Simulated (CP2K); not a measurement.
# ZnO (zincite) (P6_3mc) in CP2K: relaxation of cell and atoms with LDA

Aim: the relaxation of cell and atoms of ZnO (zincite) with LDA.

All numbers are computed with CP2K 2026.2; they aren't measurements. Logs are shortened: lines on timing, memory, paths and dates and some standing lists are left out, and cuts for length are marked.

### Step 1. The crystal as given

The structure is hexagonal, space group P6_3mc (No. 186). Conventional cell: a = 3.249 Å, b = 3.249 Å, c = 5.206 Å, α = 90.00°, β = 90.00°, γ = 120.00°. Around Zn (site symmetry 3m) lie 4 O at 1.97 to 1.98 Å. O (site symmetry 3m) has 4 Zn at 1.97 to 1.98 Å as nearest neighbours.

### Step 2. Relaxation of cell and atoms, LDA

Contents of zno_vcrelax.inp:

```
&GLOBAL
  PROJECT zno_vcrelax
  RUN_TYPE CELL_OPT
  PRINT_LEVEL LOW
&END GLOBAL
&FORCE_EVAL
  METHOD QS
  STRESS_TENSOR ANALYTICAL
  &DFT
    BASIS_SET_FILE_NAME BASIS_MOLOPT_UZH
    POTENTIAL_FILE_NAME GTH_POTENTIALS
    &MGRID
      CUTOFF 600
      REL_CUTOFF 60
      NGRIDS 4
    &END MGRID
    &QS
      METHOD GPW
      EPS_DEFAULT 1.0E-9
      EXTRAPOLATION USE_PREV_P
    &END QS
    &KPOINTS
      SCHEME MONKHORST-PACK 7 7 4
      GAMMA_CENTERED T
    &END KPOINTS
    &SCF
      SCF_GUESS ATOMIC
      EPS_SCF 1.0E-6
      MAX_SCF 100
      ADDED_MOS 14
      CHOLESKY OFF
      EPS_EIGVAL 1.0E-7
      &DIAGONALIZATION ON
        ALGORITHM STANDARD
      &END DIAGONALIZATION
      &MIXING ON
        METHOD BROYDEN_MIXING
        ALPHA 0.4
        BETA 1.5
        NBUFFER 8
      &END MIXING
      &SMEAR ON
        METHOD FERMI_DIRAC
        ELECTRONIC_TEMPERATURE 580.23
      &END SMEAR
    &END SCF
    &XC
      &XC_FUNCTIONAL
        &LDA_X
        &END LDA_X
        &LDA_C_PW
        &END LDA_C_PW
      &END XC_FUNCTIONAL
    &END XC
    &PRINT
      &KPOINTS ON
      &END KPOINTS
      &MULLIKEN ON
        &EACH
          CELL_OPT 0
        &END EACH
        ADD_LAST NUMERIC
      &END MULLIKEN
      &MO ON
        ENERGIES T
        OCCUPATION_NUMBERS T
        &EACH
          QS_SCF 0
          CELL_OPT 0
        &END EACH
        ADD_LAST NUMERIC
      &END MO
      &LOWDIN ON
        &EACH
          CELL_OPT 0
        &END EACH
        ADD_LAST NUMERIC
      &END LOWDIN
      &HIRSHFELD ON
        SHAPE_FUNCTION DENSITY
        &EACH
          CELL_OPT 0
        &END EACH
        ADD_LAST NUMERIC
      &END HIRSHFELD
    &END PRINT
  &END DFT
  &SUBSYS
    &CELL
      A 3.2493080000 0.0000000000 0.0000000000
      B -1.6246540000 2.8139832727 0.0000000000
      C 0.0000000000 0.0000000000 5.2057090000
      PERIODIC XYZ
    &END CELL
    &COORD
      SCALED
      Zn  0.6666666667 0.3333333333 0.0000000000
      Zn  0.3333333333 0.6666666667 0.5000000000
      O   0.3333333333 0.6666666667 0.8790100000
      O   0.6666666667 0.3333333333 0.3790100000
    &END COORD
    &KIND Zn
      BASIS_SET TZVP-MOLOPT-PBE-GTH-q12
      POTENTIAL GTH-PADE-q12
    &END KIND
    &KIND O
      BASIS_SET TZVP-MOLOPT-PBE-GTH-q6
      POTENTIAL GTH-PADE-q6
    &END KIND
    &PRINT
      &ATOMIC_COORDINATES ON
      &END ATOMIC_COORDINATES
      &CELL ON
      &END CELL
    &END PRINT
  &END SUBSYS
  &PRINT
    &FORCES ON
    &END FORCES
    &STRESS_TENSOR ON
    &END STRESS_TENSOR
  &END PRINT
&END FORCE_EVAL
&MOTION
  &CELL_OPT
    OPTIMIZER BFGS
    MAX_ITER 40
    MAX_FORCE [eV*angstrom^-1] 0.01
    RMS_FORCE [eV*angstrom^-1] 0.01
    MAX_DR 1.0E-2
    RMS_DR 1.0E-2
    EXTERNAL_PRESSURE [bar] 0.0
    PRESSURE_TOLERANCE [bar] 200
    KEEP_ANGLES T
  &END CELL_OPT
  &PRINT
    &TRAJECTORY ON
    &END TRAJECTORY
    &CELL ON
    &END CELL
    &FORCES ON
    &END FORCES
    &STRESS ON
    &END STRESS
    &RESTART OFF
    &END RESTART
    &RESTART_HISTORY OFF
    &END RESTART_HISTORY
  &END PRINT
&END MOTION
```

Potentials or basis: GTH_POTENTIALS Zn GTH-PADE-q12, O GTH-PADE-q6; TZVP-MOLOPT-PBE-GTH basis.

On the command line:

```console
$ OMP_NUM_THREADS=2 cp2k.psmp -i zno_vcrelax.inp -o zno_vcrelax.out
```

zno_vcrelax.out:

```text

 CP2K| version string:                                       CP2K version 2026.2
 CP2K| Input file name                                           zno_vcrelax.inp

 GLOBAL| Force Environment number                                              1
 GLOBAL| Basis set file name                                    BASIS_MOLOPT_UZH
 GLOBAL| Potential file name                                      GTH_POTENTIALS
 GLOBAL| MM Potential file name                                     MM_POTENTIAL
 GLOBAL| Coordinate file name                                      __STD_INPUT__
 GLOBAL| Method name                                                        CP2K
 GLOBAL| Project name                                                zno_vcrelax
 GLOBAL| Run type                                                       CELL_OPT
 GLOBAL| FFT library                                                       FFTW3
 GLOBAL| Diagonalization library                                       ScaLAPACK
 GLOBAL| Cholesky decomposition library                                ScaLAPACK
 GLOBAL| DGEMM library                                                      BLAS
 GLOBAL| Direct generalized diagonalization requested                          F
 GLOBAL| Matrix multiplication library                                 ScaLAPACK
 GLOBAL| Global print level                                                  LOW
 GLOBAL| Total number of message passing processes                             1
 GLOBAL| Number of threads for this process                                    2
 GLOBAL| CPU model name                                                  UNKNOWN

 CELL| Volume [angstrom^3]:                                            47.598392
 CELL| Vector a [angstrom]:       3.249     0.000     0.000   |a| =     3.249308
 CELL| Vector b [angstrom]:      -1.625     2.814     0.000   |b| =     3.249308
 CELL| Vector c [angstrom]:       0.000     0.000     5.206   |c| =     5.205709
 CELL| Angle (b,c), alpha [degree]:                                    90.000000
 CELL| Angle (a,c), beta  [degree]:                                    90.000000
 CELL| Angle (a,b), gamma [degree]:                                   120.000000
 CELL| Numerically orthorhombic:                                              NO
 CELL| Periodicity                                                           XYZ

 CELL_REF| Volume [angstrom^3]:                                        47.598392
 CELL_REF| Vector a [angstrom     3.249     0.000     0.000   |a| =     3.249308
 CELL_REF| Vector b [angstrom    -1.625     2.814     0.000   |b| =     3.249308
 CELL_REF| Vector c [angstrom     0.000     0.000     5.206   |c| =     5.205709
 CELL_REF| Angle (b,c), alpha [degree]:                                90.000000
 CELL_REF| Angle (a,c), beta  [degree]:                                90.000000
 CELL_REF| Angle (a,b), gamma [degree]:                               120.000000
 CELL_REF| Numerically orthorhombic:                                          NO
 CELL_REF| Periodicity                                                       XYZ
[... 10 lines left out ...]

  Total number of            - Atomic kinds:                                   2
                             - Atoms:                                          4
                             - Shell sets:                                     4
                             - Shells:                                        34
                             - Primitive Cartesian functions:                 22
                             - Cartesian basis functions:                    116
                             - Spherical basis functions:                    102

  Maximum angular momentum of- Orbital basis functions:                        3
                             - Local part of the GTH pseudopotential:          2
                             - Non-local part of the GTH pseudopotential:      4

 MODULE QUICKSTEP: ATOMIC COORDINATES IN ANGSTROM

   Atom Kind Element         X             Y             Z       Z(eff)     Mass
      1    1 Zn   30      1.624654      0.937994      0.000000  12.0000  65.3800
      2    1 Zn   30     -0.000000      1.875989      2.602855  12.0000  65.3800
      3    2 O     8     -0.000000      1.875989      4.575870   6.0000  15.9994
      4    2 O     8      1.624654      0.937994      1.973016   6.0000  15.9994

 SCF PARAMETERS         Density guess:                                    ATOMIC
[... 9 lines left out ...]
                        --------------------------------------------------------
                        level_shift [a.u.]:                             0.000000
                        added MOs                                        14    0
                        --------------------------------------------------------
                        Mixing method:                            BROYDEN_MIXING
                                                charge density mixing in g-space
                        --------------------------------------------------------
                        Smear method:                                FERMI_DIRAC
[... 392 lines left out ...]
 OPT| RMS step size is converged                                              NO
 OPT|
 OPT| Maximum gradient                                              0.0021162083
 OPT| Convergence limit for maximum gradient                        0.0001944691
 OPT| Maximum gradient is converged                                           NO
 OPT|
 OPT| RMS gradient                                                  0.0010303080
 OPT| Convergence limit for RMS gradient                            0.0001944691
 OPT| RMS gradient is converged                                               NO
 OPT|
 OPT| Pressure deviation [bar]                                    -33.9388953594
 OPT| Pressure tolerance [bar]                                    200.0000000000
 OPT| Pressure is converged                                                  YES
 OPT| **************************************************************************

 --------------------------
 OPTIMIZATION STEP:      3
 --------------------------
[... 545 lines left out ...]
 OPT| Scaling factor                                                0.0000000000
 OPT| Step size                                                     0.0012909649
 OPT| Trust radius                                                  0.4724315332
 OPT| Decrease in energy                                                     YES
 OPT|
 OPT| Maximum step size                                             0.0012909649
 OPT| Convergence limit for maximum step size                       0.0100000000
 OPT| Maximum step size is converged                                         YES
 OPT|
 OPT| RMS step size                                                 0.0004620596
 OPT| Convergence limit for RMS step size                           0.0100000000
 OPT| RMS step size is converged                                             YES
 OPT|
 OPT| Maximum gradient                                              0.0001676851
 OPT| Convergence limit for maximum gradient                        0.0001944691
 OPT| Maximum gradient is converged                                          YES
 OPT|
 OPT| RMS gradient                                                  0.0000731118
 OPT| Convergence limit for RMS gradient                            0.0001944691
 OPT| RMS gradient is converged                                              YES
 OPT|
 OPT| Pressure deviation [bar]                                    167.3663217436
 OPT| Pressure tolerance [bar]                                    200.0000000000
 OPT| Pressure is converged                                                  YES
 OPT| **************************************************************************

 *******************************************************************************
 ***                    GEOMETRY OPTIMIZATION COMPLETED                      ***
 *******************************************************************************

 write_final_structure: Optimization converged, writing XYZ file gladly:
  zno_vcrelax-FINAL-1_7.xyz

 write_final_structure: Optimization converged, writing CIF file gladly:
  zno_vcrelax-FINAL-1_7.cif

 write_final_structure: Done!

                    Reevaluating energy at the minimum

 CELL| Volume [angstrom^3]:                                            45.854984
 CELL| Vector a [angstrom]:       3.198     0.000     0.000   |a| =     3.198089
 CELL| Vector b [angstrom]:      -1.599     2.770     0.000   |b| =     3.198092
 CELL| Vector c [angstrom]:       0.000     0.000     5.177   |c| =     5.176956
 CELL| Angle (b,c), alpha [degree]:                                    90.000000
 CELL| Angle (a,c), beta  [degree]:                                    90.000000
 CELL| Angle (a,b), gamma [degree]:                                   120.000000
 CELL| Numerically orthorhombic:                                              NO
 CELL| Periodicity                                                           XYZ
[... 257 lines left out ...]
 MO|     31               1.035745              28.184049               0.000000
 MO|     32               1.078575              29.349516               0.000000
 MO| Sum:                                                              36.000000
 MO| E(Fermi):            0.151314 a.u.          4.117470 eV
 MO| Band gap:            0.310980 a.u.          8.462190 eV

 MO| EIGENVALUES AND OCCUPATION NUMBERS FOR K POINT 7
 MO|
 MO|  Index      Eigenvalue [a.u.]        Eigenvalue [eV]             Occupation
 MO|      1              -0.497141             -13.527882               2.000000
 MO|      2              -0.493201             -13.420680               2.000000
 MO|      3              -0.086845              -2.363160               2.000000
 MO|      4              -0.084316              -2.294351               2.000000
 MO|      5              -0.075929              -2.066130               2.000000
 MO|      6              -0.068808              -1.872369               2.000000
[... 290 lines left out ...]
 MO|     31               1.064995              28.979983               0.000000
 MO|     32               1.113259              30.293319               0.000000
 MO| Sum:                                                              36.000000
 MO| E(Fermi):            0.151314 a.u.          4.117470 eV

 [... the levels of further k-points ...]

 !-----------------------------------------------------------------------------!
                     Mulliken Population Analysis

 #  Atom  Element  Kind  Atomic population                           Net charge
       1     Zn       1         11.284083                              0.715917
       2     Zn       1         11.284110                              0.715890
       3     O        2          6.715904                             -0.715904
       4     O        2          6.715903                             -0.715903
 # Total charge                             36.000000                  0.000000

 !-----------------------------------------------------------------------------!

 !-----------------------------------------------------------------------------!
                           Hirshfeld Charges

  #Atom  Element  Kind  Ref Charge     Population                    Net charge
      1       Zn     1      12.000         11.694                         0.306
      2       Zn     1      12.000         11.694                         0.306
      3       O      2       6.000          6.306                        -0.306
      4       O      2       6.000          6.306                        -0.306

  Total Charge                                                           -0.000
 !-----------------------------------------------------------------------------!

 LOWDIN POPULATION ANALYSIS

 #  Atom  Element  Kind  Atomic population                           Net charge
       1     Zn       1         13.143761                             -1.143761
       2     Zn       1         13.143762                             -1.143762
       3     O        2          4.856238                              1.143762
       4     O        2          4.856238                              1.143762
 # Total charge                             36.000000                  0.000000

 ENERGY| Total FORCE_EVAL ( QS ) energy [hartree]           -153.070789823027269
```

Wall time 9 min (2 threads of Arm Neoverse V1, shared host); peak memory 0.65 GiB.

Results:

```yaml
Free_energy: -4165.2680 eV
Relaxed_volume: 11.46 Å³/atom
Relaxed_cell: a = 3.198 Å, b = 3.198 Å, c = 5.177 Å, α = 90.00°, β = 90.00°, γ = 120.00°
Space_group_after_relaxing_to_0.05_Å: P6_3mc (No. 186)
Pressure_after_relaxing: 0.0 GPa
Largest_force_after_relaxing: 0.009 eV/Å
Band_gap_on_the_k_mesh: 0.75 eV, direct
Mulliken_charges: Zn +0.72; O -0.72 e
Hirshfeld_charges: Zn +0.31; O -0.31 e
```

Forces in eV/Å, atoms in the order of the input:
```
Zn   0.000  0.000 -0.009
Zn   0.000  0.000 -0.009
O    0.000  0.000 -0.007
O    0.000  0.000 -0.007
```

Step by step:
```tsv
step	energy change (eV)	largest force (eV/Å)	volume (Å³)
1	0.0000	0.0371	47.41
2	-0.0242	0.1083	45.87
3	-0.0248	0.0846	45.97
4	-0.0253	0.0511	46.00
5	-0.0257	0.0106	45.94
6	-0.0258	0.0107	45.88
7	-0.0258	0.0086	45.85
8	-0.0258	0.0086	45.85
```

Final structure:
```
CELL_PARAMETERS angstrom
3.19809 0.00000 0.00000
-1.59905 2.76963 0.00000
0.00000 0.00000 5.17696
ATOMIC_POSITIONS crystal
Zn 0.66667 0.33333 0.00036
Zn 0.33333 0.66667 0.50036
O 0.33333 0.66667 0.87809
O 0.66667 0.33333 0.37809
```

Levels at points of the mesh, in eV from the valence-band top:
| k point | band 15 | band 16 | band 17 | band 18 | band 19 | band 20 | band 21 | band 22 |
| --- | --- | --- | --- | --- | --- | --- | --- | --- |
| (0.00, 0.00, 0.00) | -0.87 | -0.10 | 0.00 | 0.00 | 0.75 | 5.21 | 8.17 | 13.10 |
| (0.00, 0.00, 0.50) | -0.43 | -0.43 | -0.43 | -0.43 | 3.43 | 3.43 | 10.08 | 10.08 |

Caveat: Mulliken charges move with the basis; the printed path begins after the first move; the basis of atomic orbitals isn't converged, which shifts pressures, moduli and gaps. LDA usually gives volumes a few per cent too small.

### Step 3. The reference run

An earlier run on the cell as given: functional PBE; potentials or basis POTENTIAL_UZH Zn GTH-PBE-q12, O GTH-PBE-q6; TZVP-MOLOPT-PBE-GTH basis; density cutoff 8163 eV; k mesh 9 × 9 × 5; occupations fermi-dirac, width 0.05 eV; no spin polarisation.

* Pressure: 6.2 GPa
* Band gap on the k mesh: 0.80 eV, direct
* Mulliken charges: Zn +0.86; O -0.86 e
* Hirshfeld charges: Zn +0.34; O -0.34 e
